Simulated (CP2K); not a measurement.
Runs of CP2K 2026.2 on Mo. The structure is cubic, space group Im-3m (No. 229). The conventional cell has a = 3.168 Å, b = 3.168 Å, c = 3.168 Å, α = 90.00°, β = 90.00°, γ = 90.00°. Mo (site symmetry m-3m) is surrounded by 8 Mo at 2.74 Å. 

```csv
task,level,potentials or basis,smearing,EPS_DEFAULT,NGRIDS,basis sets,potentials,CUTOFF of the grids,gap on the mesh (eV),pressure (GPa)
single point,AM05,POTENTIAL_UZH Mo GTH-PBE-q14; TZVP-MOLOPT-PBE-GTH basis,fermi-dirac 0.05 eV,1.0E-9,4,Mo TZVP-MOLOPT-PBE-GTH-q14,Mo GTH-PBE-q14 of POTENTIAL_UZH,675 Ry,none,-8.1
single point,PBE,POTENTIAL_UZH Mo GTH-PBE-q14; TZVP-MOLOPT-PBE-GTH basis,fermi-dirac 0.05 eV,1.0E-10,5,Mo TZVP-MOLOPT-PBE-GTH-q14,Mo GTH-PBE-q14 of POTENTIAL_UZH,450 Ry,none,(a)
single point,OLYP,POTENTIAL_UZH Mo GTH-PBE-q14; TZVP-MOLOPT-PBE-GTH basis,fermi-dirac 0.05 eV,1.0E-9,4,Mo TZVP-MOLOPT-PBE-GTH-q14,Mo GTH-PBE-q14 of POTENTIAL_UZH,675 Ry,none,-5.2
single point,r2SCAN+D4,POTENTIAL_UZH Mo GTH-SCAN-q14; TZVP-MOLOPT-SCAN-GTH basis,fermi-dirac 0.05 eV,1.0E-9,4,Mo TZVP-MOLOPT-SCAN-GTH-q14,Mo GTH-SCAN-q14 of POTENTIAL_UZH,675 Ry,none,-3.9
```

Alike in all rows: no spin polarisation; cell as given; k mesh 12 × 12 × 12.

Fill in the values left out.

(a) 0.1.

Caveats: the basis of atomic orbitals isn't converged, which shifts pressures, moduli and gaps; the potentials were made for another functional, which shifts forces and pressure (some runs); pairwise dispersion overbinds metals, which lowers pressure and volume (some runs).

A k mesh can miss the band edges, and the runs leave out spin-orbit coupling on Mo.

A gap of «none» marks a metal or a gap under the smearing width.

Not every run made on this cell is shown here.
